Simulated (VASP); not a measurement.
# BaTe (Fm-3m) in VASP: notebook, part 2 of 2

VASP 6.6.1.

## (3) Single point, PBEsol (one atom moved)

Contents of INCAR:

```
SYSTEM = BaTe
PREC     = Accurate       ! precision mode
ENCUT    = 520            ! plane-wave cutoff, eV
EDIFF    = 1E-7           ! SCF threshold, eV
ISMEAR   = 0              ! smearing method
SIGMA    = 0.02           ! smearing width, eV
LREAL    = .FALSE.        ! projectors in reciprocal space
LASPH    = .TRUE.         ! aspherical terms in the spheres
NELM     = 100            ! most SCF steps
ALGO     = Normal         ! electronic algorithm
ISIF     = 2              ! what is computed and relaxed
LWAVE    = .FALSE.        ! write WAVECAR
LCHARG   = .TRUE.         ! write CHGCAR
GGA      = PS             ! functional
LELF     = .TRUE.         ! ELF
LVHAR    = .TRUE.       
NBANDS   = 15             ! bands
```

Contents of KPOINTS:

```
Automatic mesh
0
G
  8 8 8
  0 0 0
```

Contents of POSCAR:

```
BaTe
1.0
    0.0000000000      3.4100000000      3.4100000000
    3.4100000000      0.0000000000      3.4100000000
    3.4100000000      3.4100000000      0.0000000000
Ba Te
1 1
Direct
    0.0000000000      0.0000000000      0.0000000000
    0.4934017595      0.5065982405      0.5065982405
```

Potentials or basis: VASP PAW PBE potentials, release 64 (Ba_sv, Te).

Started as:

```
> cat potpaw_PBE.64/Ba_sv/POTCAR potpaw_PBE.64/Te/POTCAR > POTCAR
> mpirun -np 1 vasp_std > vasp.out
```

OUTCAR:

```text
SYSTEM = BaTe
   PREC = Accurate
   ENCUT = 520
   EDIFF = 1E-7
   ISMEAR = 0
   LREAL = .FALSE.
   LASPH = .TRUE.
   NELM = 100
   ISIF = 2
   GGA = PS

 ion  position               nearest neighbor table
   1  0.000  0.000  0.000-   2 3.36   2 3.41   2 3.41   2 3.41   2 3.41   2 3.46
   2  0.493  0.507  0.507-   1 3.36   1 3.41   1 3.41   1 3.41   1 3.41   1 3.46

  LATTYP: Found a face centered cubic cell.
 ALAT       =     6.8200000000

  Lattice vectors:

 A1 = (   0.0000000000,   3.4100000000,   3.4100000000)
 A2 = (   3.4100000000,   0.0000000000,   3.4100000000)
 A3 = (   3.4100000000,   3.4100000000,   0.0000000000)

Analysis of symmetry for initial positions (statically):
=====================================================================
 Subroutine PRICEL returns:
 Original cell was already a primitive cell.

 Routine SETGRP: Setting up the symmetry group for a
 face centered cubic supercell.

 Subroutine GETGRP returns: Found  8 space group operations
 (whereof  8 operations were pure point group operations)
 out of a pool of 48 trial point group operations.

The static configuration has the point symmetry C_4v.

Analysis of symmetry for dynamics (positions and initial velocities):
=====================================================================
 Subroutine PRICEL returns:
 Original cell was already a primitive cell.

 Routine SETGRP: Setting up the symmetry group for a
 face centered cubic supercell.

 Subroutine GETGRP returns: Found  8 space group operations
 (whereof  8 operations were pure point group operations)
 out of a pool of 48 trial point group operations.

The dynamic configuration has the point symmetry C_4v.

 Subroutine INISYM returns: Found  8 space group operations
 (whereof  8 operations are pure point group operations),
 and found     1 'primitive' translations

----------------------------------------------------------------------------------------

                                     Primitive cell

  volume of cell :      79.3036

  direct lattice vectors                    reciprocal lattice vectors
     0.000000000  3.410000000  3.410000000    -0.146627566  0.146627566  0.146627566
     3.410000000  0.000000000  3.410000000     0.146627566 -0.146627566  0.146627566
     3.410000000  3.410000000  0.000000000     0.146627566  0.146627566 -0.146627566

  length of vectors
     4.822468248  4.822468248  4.822468248     0.253966394  0.253966394  0.253966394

  position of ions in fractional coordinates (direct lattice)
     0.000000000  0.000000000  0.000000000
     0.493401760  0.506598240  0.506598240

  ion indices of the primitive-cell ions
   primitive index   ion index
                 1           1
                 2           2

----------------------------------------------------------------------------------------

 KPOINTS: Automatic mesh

Automatic generation of k-mesh.
 Grid dimensions read from file:
 generate k-points for:    8    8    8

 Generating k-lattice:

  Cartesian coordinates                     Fractional coordinates (reciprocal lattice)
    -0.018328446  0.018328446  0.018328446     0.125000000  0.000000000  0.000000000
     0.018328446 -0.018328446  0.018328446     0.000000000  0.125000000  0.000000000
     0.018328446  0.018328446 -0.018328446     0.000000000  0.000000000  0.125000000

  Length of vectors
     0.031745799  0.031745799  0.031745799

  Shift w.r.t. Gamma in fractional coordinates (k-lattice)
     0.000000000  0.000000000  0.000000000

 Subroutine IBZKPT returns following result:
[... 37 lines left out ...]
   NGX,Y,Z   is equivalent  to a cutoff of  12.41, 12.41, 12.41 a.u.
   NGXF,Y,Z  is equivalent  to a cutoff of  24.82, 24.82, 24.82 a.u.
 SYSTEM =  BaTe
   PREC   = accura    normal or accurate (medium, high low for compatibility)
   ISTART =      0    job   : 0-new  1-cont  2-samecut
   ICHARG =      2    charge: 1-file 2-atom 10-const
   ISPIN  =      1    spin polarized calculation?
   LNONCOLLINEAR =      F non collinear calculations
   LSORBIT =      F    spin-orbit coupling
   LASPH  =      T    aspherical Exc in radial PAW
   ENCUT  =  520.0 eV  38.22 Ry    6.18 a.u.   8.97  8.97  8.97*2*pi/ulx,y,z
   NELM   =    100;   NELMIN=  2; NELMDL= -5     # of ELM steps
   EDIFF  = 0.1E-06   stopping-criterion for ELM
   LREAL  =      F    real-space projection
   EDIFFG = 0.1E-05   stopping-criterion for IOM
   NSW    =      0    number of steps for IOM
   IBRION =     -1    ionic relax: 0-MD 1-quasi-New 2-CG
   NFREE  =      0    steps in history (QN), initial steepest desc. (CG)
   ISIF   =      2    stress and relaxation
   ISYM   =      2    0-nonsym 1-usesym 2-fastsym
   POTIM  = 0.5000    time-step for ionic-motion
   TEBEG  =    0.0;   TEEND  =   0.0 temperature during run
   PSTRESS=    0.0 pullay stress
   NELECT =      16.0000    total number of electrons
   NUPDOWN=      -1.0000    fix difference up-down
   EMIN   =  10.00;   EMAX   =-10.00  energy-range for DOS
   EFERMI =   0.00;   METHOD = LEGACY
   ISMEAR =     0;   SIGMA  =   0.02  broadening in eV -4-tet -1-fermi 0-gaus
   EFERMI_NEDOS =   21; number of points for ismear=-14 and -15
   IALGO  =     38    algorithm
   IMIX   =      4    mixing-type and parameters
     AMIX     =   0.40;   BMIX     =  1.00
     AMIX_MAG =   1.60;   BMIX_MAG =  1.00
  volume/ion in A,a.u.               =      39.65       267.58
  Fermi-wavevector in a.u.,A,eV,Ry     =   0.960175  1.814468 12.543704  0.921936
  Thomas-Fermi vector in A             =   2.089436
   LORBIT       =      0    0 simple, 1 ext, 2 COOP (PROOUT), +10 PAW based schemes
   GGA     = PS    functional components
   LHFCALC =     F    Hartree Fock is set to
   AEXX    =    0.0000 exact exchange contribution
   IVDW    =     0    specifies the selected vdW correction
   LEPSILON=     F    determine dielectric tensor
   LRPA    =     F    only Hartree local field effects (RPA)
 non-spin polarized calculation
 Gauss-broadening in eV      SIGMA  =   0.02
  energy-cutoff  :      520.00
  volume of cell :       79.30
 maximum number of plane-waves:      2150
   NGX = 17   NGY = 17   NGZ = 17

 number of electron      15.9999998 magnetization

 Free energy of the ion-electron system (eV)
  ---------------------------------------------------
  ext. energy  EPLUGINS =         0.00000000
  ---------------------------------------------------
  free energy    TOTEN  =        -9.15195812 eV

  energy without entropy =       -9.15195812  energy(sigma->0) =       -9.15195812

 E-fermi :   2.8357     XC(G=0):  -8.7283

 val. band max:        2.6662438987   @ k =   0.0000   0.0000   0.0000
 cond. band min:       3.9073628032   @ k =   0.0000   0.5000   0.5000
 fundamental gap:      1.2411189045
 Fermi energy:         2.8357209741

 k-point     1 :       0.0000    0.0000    0.0000
  band No.  band energies     occupation
      1     -24.1232      2.00000
      2      -9.2847      2.00000
      3      -9.2829      2.00000
      4      -9.2829      2.00000
      5      -7.0942      2.00000
      6       2.6657      2.00000
      7       2.6657      2.00000
      8       2.6662      2.00000
      9       5.4691      0.00000
     10       5.4733      0.00000
     11       5.4733      0.00000
     12       5.7357      0.00000
     13       6.2028      0.00000
     14       6.2103      0.00000
[... 401 lines left out ...]
      2      -9.7131      2.00000
      3      -9.4069      2.00000
      4      -9.3505      2.00000
      5      -6.4607      2.00000
      6       0.9004      2.00000
      7       1.5510      2.00000
      8       1.7777      2.00000
      9       5.1999      0.00000
     10       7.7846      0.00000
     11       8.0442      0.00000
     12       8.3199      0.00000
     13       8.3702      0.00000
     14       9.2995      0.00000
     15      10.4022      0.00000

 [... further k-points ...]

------------------------ aborting loop because EDIFF is reached ----------------------------------------

  FORCE on cell =-STRESS in cart. coord.  units (eV):
  Direction    XX          YY          ZZ          XY          YZ          ZX
  --------------------------------------------------------------------------------------
  -------------------------------------------------------------------------------------
  Total        1.2122467      1.1672548      1.1672548     -0.0000000      0.0000000      0.0000000
  in kB       24.4911093     23.5821339     23.5821339     -0.0000000      0.0000000      0.0000000
  external PRESSURE =      23.8851257 kB  Pullay stress =       0.0000000 kB

 VOLUME and BASIS-vectors are now :
 -----------------------------------------------------------------------------
  energy-cutoff  :      520.00
  volume of cell :       79.30
      direct lattice vectors                 reciprocal lattice vectors
     0.000000000  3.410000000  3.410000000    -0.146627566  0.146627566  0.146627566
     3.410000000  0.000000000  3.410000000     0.146627566 -0.146627566  0.146627566
     3.410000000  3.410000000  0.000000000     0.146627566  0.146627566 -0.146627566

 POSITION                                       TOTAL-FORCE (eV/Angst)
 -----------------------------------------------------------------------------------
      0.00000      0.00000      0.00000         0.130718      0.000000      0.000000
      3.45500      3.41000      3.41000        -0.130718      0.000000      0.000000
 -----------------------------------------------------------------------------------
    total drift:                                0.000013     -0.000000     -0.000000

  FREE ENERGIE OF THE ION-ELECTRON SYSTEM (eV)
  ---------------------------------------------------
  free  energy   TOTEN  =        -9.1519581206 eV

  energy  without entropy=       -9.1519581206  energy(sigma->0) =       -9.15195812
```

Run time: 26 s. Hardware: 1 thread of Intel Xeon 6975P-C (Granite Rapids), shared host; peak memory 0.25 GiB.

Results:

```
Free energy            : -9.1520 eV
Pressure               : 2.4 GPa
Largest force          : 0.131 eV/Å
Band gap on the k mesh : 1.24 eV, indirect (least direct gap 1.62 eV)
```

Forces in eV/Å, atoms in the order of the input:
```
Ba   0.131  0.000  0.000
Te  -0.131  0.000  0.000
```

Caveat: the PAW data sets were made with another functional, which shifts forces and pressure a little; spin-orbit coupling is left out, which moves the levels of the heavy elements. A k mesh can miss the band edges.

## (4) Single point, PBEsol (Ba replaced by Sr, lengths x 0.966, strained and moved within the space group)

Contents of INCAR:

```
  PREC = Accurate
  ENCUT = 520
  EDIFF = 1E-7
  ISMEAR = 0
  SIGMA = 0.1
  LREAL = F
  LASPH = T
  NELM = 80
  ALGO = Normal
  ISIF = 2
  LWAVE = F
  LCHARG = T
  GGA = PS
  LELF = T
  LVHAR = T
  NBANDS = 15
```

Contents of KPOINTS:

```
regular mesh
0
Gamma
  6 6 6
```

Contents of POSCAR:

```
SrTe
1.0
    0.0000000000      3.4001157334      3.4001157334
    3.4001157334      0.0000000000      3.4001157334
    3.4001157334      3.4001157334      0.0000000000
Sr Te
1 1
Direct
    0.0000000000      0.0000000000      0.0000000000
    0.5000000000      0.5000000000      0.5000000000
```

Potentials or basis: VASP PAW PBE potentials, release 64 (Sr_sv, Te).

Started as:

```
> cat potpaw_PBE.64/Sr_sv/POTCAR potpaw_PBE.64/Te/POTCAR > POTCAR
> mpirun -np 1 vasp_std > vasp.out
```

Run time: 9.7 s. Hardware: 1 thread of Intel Xeon 6975P-C (Granite Rapids), shared host; peak memory 0.21 GiB.

It converged, with:

```yaml
Free_energy: -8.7818 eV
Pressure: -2.5 GPa
Band_gap_on_the_k_mesh: 1.76 eV, indirect (least direct gap 2.44 eV)
```

Levels at points of the mesh, in eV from the valence-band top:
```tsv
k point	band 4	band 5	band 6	band 7	band 8	band 9	band 10	band 11	band 12	band 13
(0.00, 0.00, 0.00)	-16.73	-9.83	0.00	0.00	0.00	2.44	3.26	3.26	3.26	3.88
(0.50, 0.00, 0.00)	-16.74	-9.30	-2.68	-1.00	-1.00	3.69	4.99	5.19	5.19	6.46
(0.50, 0.50, 0.00)	-16.76	-9.43	-1.89	-0.71	-0.71	1.76	3.60	4.73	5.81	5.95
```

Caveat: the PAW data sets were made with another functional, which shifts forces and pressure a little; spin-orbit coupling is left out, which moves the levels of the heavy elements. A k mesh can miss the band edges.

## (5) Single point, PBEsol (Ba replaced by Sr, lengths x 0.966, strained and moved within the space group)

Contents of INCAR:

```
SYSTEM = SrTe
PREC = Accurate
ENCUT = 520
EDIFF = 1E-6
ISMEAR = 0
SIGMA = 0.02
LREAL = .False.
LASPH = .True.
NELM = 60
ALGO = Fast
ISIF = 2
LWAVE = .False.
LCHARG = .False.
GGA = PS
NBANDS = 15
```

Contents of KPOINTS:

```
Automatic mesh
0
Gamma
  8 8 8
  0 0 0
```

POSCAR is that of step 4.

Started as:

```
> cat potpaw_PBE.64/Sr_sv/POTCAR potpaw_PBE.64/Te/POTCAR > POTCAR
> mpirun -np 1 vasp_std > vasp.out
```

It took 17 s on 1 thread of Intel Xeon 6975P-C (Granite Rapids), shared host; peak memory 0.21 GiB.

The run converged. Its results:

| Item | Value |
| --- | --- |
| Free energy | -8.7826 eV |
| Pressure | -2.5 GPa |
| Band gap on the k mesh | 1.76 eV, indirect (least direct gap 2.44 eV) |

Levels at points of the mesh, in eV from the valence-band top:
```csv
k point,band 5,band 6,band 7,band 8,band 9,band 10,band 11,band 12
"(0.00, 0.00, 0.00)",-9.83,0.00,0.00,0.00,2.44,3.26,3.26,3.26
"(0.50, 0.00, 0.00)",-9.30,-2.68,-1.00,-1.00,3.69,4.99,5.20,5.20
"(0.50, 0.50, 0.00)",-9.43,-1.89,-0.71,-0.71,1.76,3.60,4.73,5.81
```

Caveat: the PAW data sets were made with another functional, which shifts forces and pressure a little; spin-orbit coupling is left out, which moves the levels of the heavy elements. A k mesh can miss the band edges.

## (6) Single point, PBEsol (strained and moved within the space group)

Contents of INCAR:

```
SYSTEM = BaTe
  PREC = Accurate
  ENCUT = 520
  EDIFF = 1E-6
  ISMEAR = 0
  SIGMA = 0.02
  LREAL = .FALSE.
  LASPH = .TRUE.
  NELM = 100
  ALGO = Normal
  ISIF = 2
  LWAVE = .FALSE.
  LCHARG = .FALSE.
  GGA = PS
  NBANDS = 15
```

Contents of KPOINTS:

```
Automatic mesh
0
G
  8 8 8
  0 0 0
```

Contents of POSCAR:

```
BaTe
1.0
    0.0000000000      3.5791360000      3.5791360000
    3.5791360000      0.0000000000      3.5791360000
    3.5791360000      3.5791360000      0.0000000000
Ba Te
1 1
Direct
    0.0000000000      0.0000000000      0.0000000000
    0.5000000000      0.5000000000      0.5000000000
```

Potentials or basis: VASP PAW PBE potentials, release 64 (Ba_sv, Te).

Started as:

```
> cat potpaw_PBE.64/Ba_sv/POTCAR potpaw_PBE.64/Te/POTCAR > POTCAR
> mpirun -np 1 vasp_std > vasp.out
```

It took 42 s on 1 thread of Intel Xeon Platinum 8259CL at 2.50GHz (Skylake/Cascade Lake), shared host; peak memory 0.25 GiB.

Results (log left out):

| Quantity | Value |
| --- | --- |
| Free energy | -9.1413 eV |
| Pressure | -2.1 GPa |
| Band gap on the k mesh | 1.57 eV, indirect (least direct gap 1.96 eV) |

Levels at points of the mesh, in eV from the valence-band top:
```csv
k point,band 6,band 7,band 8,band 9,band 10,band 11
"(0.00, 0.00, 0.00)",0.00,0.00,0.00,2.51,2.90,2.90
"(0.50, 0.00, 0.00)",-2.10,-1.01,-1.01,3.98,4.54,4.71
"(0.50, 0.50, 0.00)",-1.13,-0.39,-0.39,1.57,4.25,4.30
```

Caveat: the PAW data sets were made with another functional, which shifts forces and pressure a little; spin-orbit coupling is left out, which moves the levels of the heavy elements. A k mesh can miss the band edges.

## (7) Summary

| potentials or basis | cell | k mesh | smearing | gap on the mesh (eV) | pressure (GPa) |
| --- | --- | --- | --- | --- | --- |
| VASP PAW PBE potentials, release 64 (Ba_sv, Te) | as given | 4 × 4 × 4 | gaussian 0.1 eV | 1.23 | 2.5 |
| VASP PAW PBE potentials, release 64 (Ba_sv, Te) | one atom moved | 8 × 8 × 8 | gaussian 0.02 eV | 1.24 | 2.4 |
| VASP PAW PBE potentials, release 64 (Sr_sv, Te) | Ba replaced by Sr, lengths x 0.966, strained and moved within the space group | 6 × 6 × 6 | gaussian 0.1 eV | 1.76 | -2.5 |
| VASP PAW PBE potentials, release 64 (Sr_sv, Te) | Ba replaced by Sr, lengths x 0.966, strained and moved within the space group | 8 × 8 × 8 | gaussian 0.02 eV | 1.76 | -2.5 |
| VASP PAW PBE potentials, release 64 (Ba_sv, Te) | strained and moved within the space group | 8 × 8 × 8 | gaussian 0.02 eV | 1.57 | -2.1 |

Alike in all rows: task single point; level PBEsol; no spin polarisation; cutoff (eV) 520.

Caveats: the PAW data sets were made with another functional, which shifts forces and pressure a little; spin-orbit coupling is left out, which moves the levels of the heavy elements.

Absolute energies hang on the potentials; compare differences alone.
